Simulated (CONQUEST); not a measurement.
# Te2Mo under changes of volume

One of the cells (24.965 Å³/atom); the others are scaled copies at fixed shape and fractional positions:

```
Te Mo
1.0
     3.51820    0.00000    0.00000
     0.00000    6.09370    0.00000
     0.00000    0.00000   13.97360
Te Mo
8 4
Direct
  0.00000 0.33333 0.62100
  0.50000 0.83333 0.62100
  0.00000 0.66667 0.12100
  0.50000 0.16667 0.12100
  0.00000 0.33333 0.87900
  0.50000 0.83333 0.87900
  0.00000 0.66667 0.37900
  0.50000 0.16667 0.37900
  0.00000 0.33333 0.25000
  0.50000 0.83333 0.25000
  0.00000 0.66667 0.75000
  0.50000 0.16667 0.75000
```

```yaml
Program: CONQUEST 1.3
Functional: PBE
Potentials_or_basis: PseudoDojo NC PBE, SZ, grid of 36 × 60 × 144 points
k_mesh: 8 × 5 × 2
Occupations: fermi-dirac, width 0.05 eV
Spin: no spin polarisation
```

| volume (Å³/atom) | energy over the lowest point (meV/atom) | pressure (GPa) | gap on the mesh (eV) | largest force (eV/Å) |
| --- | --- | --- | --- | --- |
| 23.467 | ? | ? | ? | ? |
| 23.966 | 194.74 | 19.9 | 0.63 | 2.629 |
| 24.466 | 137.94 | 16.6 | 0.64 | 2.239 |
| 24.965 | 90.78 | 13.7 | 0.64 | 1.884 |
| 25.464 | 52.69 | 10.8 | 0.64 | 1.531 |
| 25.963 | 22.75 | 8.4 | 0.65 | 1.223 |
| 26.463 | 0.00 | 6.2 | 0.65 | 0.934 |

**Question.** What does the run at 23.467 Å³/atom give?

**Answer.** Energy over the lowest point 262.53 meV/atom; pressure 23.7 GPa; gap on the mesh 0.63 eV; largest force 3.036 eV/Å.

Worked out: A Birch-Murnaghan fit of order 3 (a polynomial in V^(-2/3)) to the other rows has no minimum within the range. It gives 262.27 meV/atom at 23.467 Å³/atom, against the run's 262.53, and -dE/dV = 23.5 GPa, against 23.7. A straight line through the other rows of the gap, of slope 0.188 eV per unit of ln V, extrapolates to 0.63 eV, against the run's 0.63.

Energies are extrapolated to zero smearing.

Caveats: the atomic basis is small; spin-orbit coupling is left out, which moves the levels of the heavy elements; an odd mesh through Γ misses points on the zone boundary, where band edges often lie; this functional lacks dispersion, which binds the layers, so the pressure and a relaxed spacing across them are unreliable; the basis of atomic orbitals isn't converged, which shifts pressures, moduli and gaps; forces of over 1 eV/Å show positions far from the minimum, so gaps and moduli don't describe the material at rest (some runs).
